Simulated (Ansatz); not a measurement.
# Mg2Ge: how the settings move a single-point run

Aim: see which settings change the result for Mg2Ge, by how much, and at what cost.

The COD entry's cell or inner coordinates are ideal or old and differ from later refinements, so a difference from it is no clean test against experiment.

Program: Ansatz 0.2.0. Level of theory: reference: DFT, PBE, PAW with Ansatz's default frozen-core files, scalar-relativistic. These are calculated values, not measurements.

1 further run of the same task is left out (it didn't finish).

## Step 1: Starting point

It takes space group Fm-3m (No. 225, cubic). Conventional cell: a = 6.378 Å, b = 6.378 Å, c = 6.378 Å, α = 90.00°, β = 90.00°, γ = 90.00°. Around Mg (site symmetry -43m) lie 4 Ge at 2.76 Å. Around Ge (site symmetry m-3m) lie 8 Mg at 2.76 Å.

Structure file:

```cif
data_structure
_symmetry_space_group_name_H-M 'Fm-3m'
_symmetry_Int_Tables_number 225
_cell_length_a 6.3780
_cell_length_b 6.3780
_cell_length_c 6.3780
_cell_angle_alpha 90.000
_cell_angle_beta 90.000
_cell_angle_gamma 90.000
_cell_volume 259.45
loop_
_atom_site_label
_atom_site_type_symbol
_atom_site_symmetry_multiplicity
_atom_site_Wyckoff_symbol
_atom_site_fract_x
_atom_site_fract_y
_atom_site_fract_z
_atom_site_occupancy
Mg1 Mg 8 c 0.25000 0.75000 0.75000 1
Ge1 Ge 4 a 0.00000 0.00000 0.00000 1
```

## Step 2: The reference run

input.yaml reads:

```yaml
crystal:
  lattice:
    - [0.0, 3.189, 3.189]
    - [3.189, 0.0, 3.189]
    - [3.189, 3.189, 0.0]
  atoms:
    - { symbol: Mg, position: [0.25, 0.25, 0.25] }
    - { symbol: Mg, position: [0.75, 0.75, 0.75] }
    - { symbol: Ge, position: [0.0, 0.0, 0.0] }
kpoints:
  mp_grid: { grid: [10, 10, 10] }
  band_path:
    path:
      - [0.0, 0.0, 0.0]
      - [0.5, 0.0, 0.5]
      - [0.625, 0.25, 0.625]
      - [0.375, 0.375, 0.75]
      - [0.0, 0.0, 0.0]
      - [0.5, 0.5, 0.5]
      - [0.5, 0.25, 0.75]
      - [0.5, 0.0, 0.5]
    npoints: 14
scf:
  occupations: { method: fermi_dirac, width: 0.05 }
hamiltonian:
  xc: pbe
  pseudopotentials: { kind: paw }
output:
  forces: true
  stress: true
  eigenvalues: true
  efg: { contact_densities: true }
  populations: true
  bader: true
  dos: { projected: true, de: 0.2, e_range: [-14, 8] }
  write_density: true
  write_potential: true
  elf: true
  volumetric_format: npy
```

The run is started by

```console
ansatz run input.yaml --threads 1 --pin off --max-ram 4096MiB --backend cpu --events-out ev --progress --plain --runs-dir out
```

## Step 3: Changed: symmetry.detect false

input.yaml, as its differences from that of step 2:

```diff
@@ -9,2 +9,3 @@
     - { symbol: Ge, position: [0.0, 0.0, 0.0] }
+  symmetry: { detect: false }
 kpoints:
@@ -33,7 +34 @@
   populations: true
-  bader: true
-  dos: { projected: true, de: 0.2, e_range: [-14, 8] }
-  write_density: true
-  write_potential: true
-  elf: true
-  volumetric_format: npy
```

What does the calculation give? Wanted: for each run, ending; energy change; pressure; gap; force.

As calculated:

| run | ending | energy change | pressure (GPa) | gap (eV) | force (eV/Å) | cycles | time |
| --- | --- | --- | --- | --- | --- | --- | --- |
| reference | converged | 0 | 1.1 | 0.15 | 0.00 | 6 | 27 s |
| 1: symmetry.detect false | converged | 0.0 meV/atom | 1.1 | 0.15 | 0.00 | 6 | 80 s |

Times don't compare one to one where runs were asked for different outputs or read a saved state (see the inputs); cycles may leave out searches for a lower state.

Residual by cycle in the longest SCF loop of each run; runs are numbered as in the table. The quantity is the density residual dr2, in eV.

| cycle | reference | run 1 |
| --- | --- | --- |
| 1 | 0.0377 | 0.0376 |
| 2 | 0.00131 | 0.00131 |
| 3 | 3.4e-4 | 3.4e-4 |
| 4 | 2.4e-5 | 2.4e-5 |
| 5 | 1.5e-7 | 1.5e-7 |
| 6 | 6.7e-9 | 6.9e-9 |

What this shows: Energy and cycle count are those of the reference, so the change (use of symmetry) left the result and the number of cycles as they were.
